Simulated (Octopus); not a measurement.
# Ti (Fm-3m) in Octopus: equation of state, part 2 of 2

Octopus 16.4.

## (7) Equation of state, PBE, 15.73 Å³/atom (volume scaled by 0.94)

inp

```
CalculationMode = gs
UnitsOutput = eV_Angstrom
PeriodicDimensions = 3
ExperimentalFeatures = yes
PseudopotentialSet = pseudodojo_pbe
%LatticeParameters
 1*angstrom | 1*angstrom | 1*angstrom
%
%LatticeVectors
 0 | 1.9885598007 | 1.9885598007
 1.9885598007 | 0 | 1.9885598007
 1.9885598007 | 1.9885598007 | 0
%
%ReducedCoordinates
 "Ti" | 0 | 0 | 0
%
%Spacing
 0.12782947*angstrom | 0.12782947*angstrom | 0.12782947*angstrom
%
DerivativesOrder = 8
%KPointsGrid
 11 | 11 | 11
%
KPointsUseSymmetries = yes
XCFunctional = gga_x_pbe + gga_c_pbe
SmearingFunction = fermi_dirac
Smearing = 0.05*eV
ExtraStates = 7
Eigensolver = chebyshev_filter
ConvRelDens = 3e-7
MaximumIter = 120
```

Potentials or basis: pseudodojo_pbe (PseudoDojo 0.5, PBE).

Run with:

```console
OMP_NUM_THREADS=1 octopus > out.log
```

out.log:

```text
Running octopus

[... 17 lines left out ...]

****************************** Species *******************************
  Species 'Ti'
    type             : pseudopotential
    file             : 'Ti.upf'
    file format      : UPF2
    valence charge   : 12.0
    atomic number    :  22
    form on file     : kleinman-bylander
    lmax             : 2
    llocal           : -1
    projectors per l : 2
    total projectors : 6
    application form : kleinman-bylander
    orbitals         : 10
    bound orbitals   : 10

**********************************************************************

***************************** Symmetries *****************************
Space group No.  225
International: Fm-3m
Schoenflies: Oh^5
Info: The system has    48 symmorphic symmetries that can be used.
  Index                Rotation matrix                      Fractional translations
    1 :     1   0   0     0   1   0     0   0   1      0.000000    0.000000    0.000000
    2 :    -1   0   0     0  -1   0     0   0  -1      0.000000    0.000000    0.000000
    3 :     1   0  -1     1   0   0     1  -1   0      0.000000    0.000000    0.000000
    4 :    -1   0   1    -1   0   0    -1   1   0      0.000000    0.000000    0.000000
    5 :     0   1  -1     1   0  -1     0   0  -1      0.000000    0.000000    0.000000
    6 :     0  -1   1    -1   0   1     0   0   1      0.000000    0.000000    0.000000
[... 40 lines left out ...]
   47 :     0   1  -1    -1   1   0     0   1   0      0.000000    0.000000    0.000000
   48 :     0  -1   1     1  -1   0     0  -1   0      0.000000    0.000000    0.000000
Info: The system also has     0 nonsymmorphic symmetries (not used for electrons).
**********************************************************************

Input: [CurvMethod = curv_affine]
[... 275 lines left out ...]
%-------------------%%--------------------------%%--------------------
%-------------------%%-------------------------%%%%%%-----------------
%-------------------%%------------------------%%%%%%%---------%-------
%-------------------%%-----------------------%%%%%%%%-----%-%%%-------
%-------------------%%-----------------------%%%%%%%%%%-%%%%%%%%%%%%--
                                                ^

Fermi energy =     7.835099 eV

**********************************************************************

** Warning:
**   Symmetrization discrepancy ratio (scalar) =  1.16289E-01

*********************** SCF CYCLE ITER #    2 ************************
 etot  = -1.60707928E+03 abs_ev   =  5.37E+00 rel_ev   =  2.41E-02
 ediff =        3.61E-01 abs_dens =  9.21E-02 rel_dens =  7.67E-03
Matrix vector products: 1400
Converged eigenvectors: 0
[... 139 lines left out ...]
*********************** SCF CYCLE ITER #   14 ************************
 etot  = -1.61502831E+03 abs_ev   =  1.29E-04 rel_ev   =  5.69E-07
 ediff =        1.11E-05 abs_dens =  3.42E-06 rel_dens =  2.85E-07
Matrix vector products: 1400
Converged eigenvectors: 0

#  State  KPoint  Eigenvalue [eV]  Occupation    Error
      1       1      -49.112551    2.000000   ( 4.5E-08)
      1       2      -49.098134    2.000000   ( 4.5E-08)
      1       3      -49.093341    2.000000   ( 4.6E-08)
      1       4      -49.075575    2.000000   ( 4.6E-08)
      1       5      -49.062649    2.000000   ( 4.0E-08)
      1       6      -49.059266    2.000000   ( 6.2E-08)
      1      10      -49.041662    2.000000   ( 4.9E-08)
      1       7      -49.032550    2.000000   ( 4.8E-08)
[... 23 lines left out ...]
     13      37       28.108347    0.000000   ( 1.6E-02)
     12       1       28.205152    0.000000   ( 7.6E-03)
     13       1       28.205761    0.000000   ( 1.0E-02)
     13       4       28.494981    0.000000   ( 6.7E-02)
     13       2       28.504669    0.000000   ( 7.0E-02)
     13      22       28.855027    0.000000   ( 4.0E-02)
     13       6       28.989037    0.000000   ( 4.4E-02)
     13      12       29.369592    0.000000   ( 5.8E-02)

Density of states:

---------------------%------------------------------------------------
---------------------%------------------------------------------------
---------------------%------------------------------------------------
---------------------%------------------------------------------------
---------------------%------------------------------------------------
---------------------%------------------------------------------------
---------------------%-------------------------------%----------------
%--------------------%----------------------------%%-%----------------
%--------------------%--------------------------%%%%%%----------------
%--------------------%-------------------------%%%%%%%%%--%%%%%%%%-%--
                                                  ^

Fermi energy =     7.385311 eV

**********************************************************************

Info: SCF converged in   14 iterations

** Warning:
**   Some of the states are not fully converged!

Info: Number of matrix-vector products:      19600
Info: Finished writing information to 'restart/gs'.

Octopus emitted 17 warnings.
```

It took 2.5 min on 1 thread of Arm Neoverse V2, shared host; peak memory 0.62 GiB.

What came out:

```yaml
Free_energy: -1615.0370 eV
Band_gap_on_the_k_mesh: none (metal or under the smearing width)
```

## (8) Equation of state, PBE, 17.73 Å³/atom (volume scaled by 1.06)

inp, as its differences from that of step 7:

```diff
@@ -9,5 +9,5 @@
 %LatticeVectors
- 0 | 1.9885598007 | 1.9885598007
- 1.9885598007 | 0 | 1.9885598007
- 1.9885598007 | 1.9885598007 | 0
+ 0 | 2.0698140295 | 2.0698140295
+ 2.0698140295 | 0 | 2.0698140295
+ 2.0698140295 | 2.0698140295 | 0
 %
@@ -17,3 +17,3 @@
 %Spacing
- 0.12782947*angstrom | 0.12782947*angstrom | 0.12782947*angstrom
+ 0.13305269*angstrom | 0.13305269*angstrom | 0.13305269*angstrom
 %
```

Run with:

```console
OMP_NUM_THREADS=1 octopus > out.log
```

Wall time 2.4 min (1 thread of Arm Neoverse V2, shared host); peak memory 0.62 GiB.

The run converged. Its results:

```
Free energy            : -1615.0926 eV
Band gap on the k mesh : none (metal or under the smearing width)
```

## (9) Equation of state, PBE

Potentials or basis: pseudodojo_pbe (PseudoDojo 0.5, PBE).

No new run: the results of the series are fitted here.

What came out:

```yaml
Equilibrium_volume: "17.38 Å³/atom (rough: see the caveat)"
Bulk_modulus: 88 GPa (rough)
```

Energy against volume, from the lowest point:
| volume (Å³/atom) | energy (meV/atom) |
| --- | --- |
| 15.727 | 57.78 |
| 16.062 | 34.58 |
| 16.396 | 18.52 |
| 16.731 | 7.88 |
| 17.065 | 2.14 |
| 17.400 | 0.00 |
| 17.735 | 2.24 |

Caveat: the fit is doubtful: noisy points or a state that changes with volume; the number of grid points is fixed, so the spacing changes with the cell, which shifts volumes and moduli.
